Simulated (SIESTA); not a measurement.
# C: equation of state with PBEsol

C, a slab with vacuum:

```
CELL_PARAMETERS angstrom
2.45623 0.00000 0.00000
-1.22811 2.12716 0.00000
0.00000 0.00000 24.13396
ATOMIC_POSITIONS crystal
C 0.66667 0.33333 0.57048
C 0.33333 0.66667 0.42952
C 0.00000 0.00000 0.42953
C 0.00000 0.00000 0.57047
```

The slab is cut from a database's or a generator's crystal, which needn't be the stable form of the element.

```
Program             : SIESTA 5.4.2
Task                : equation of state
Functional          : PBEsol
Potentials or basis : PseudoDojo 0.4 standard (PBEsol files)
Basis               : DZP (energy shift 0.003 Ry)
Grid cutoff         : 500 Ry
Energy shift        : 0.003 Ry
k mesh              : 12 × 12 × 2
Occupations         : fermi-dirac, width 0.05 eV
Spin                : no spin polarisation
```

```yaml
Equilibrium_volume: 32.87 Å³/atom
Bulk_modulus_at_fixed_shape_and_positions: 73 GPa
Pressure_derivative_of_the_bulk_modulus: 3.5
```

Energy against volume, from the lowest point:
```csv
volume (Å³/atom),energy (meV/atom)
29.632,85.10
30.263,53.43
30.893,29.73
31.524,13.33
32.154,3.63
32.785,0.00
33.415,2.03
```

All runs of the series together: 3.3 min on 1 thread of Arm Neoverse V2, on a shared host.

Caveat: the cell was scaled at fixed shape and fractional positions, which overstates the stiffness of a crystal with free parameters, most of all of layers and chains; the basis of atomic orbitals isn't converged, which shifts pressures, moduli and gaps.
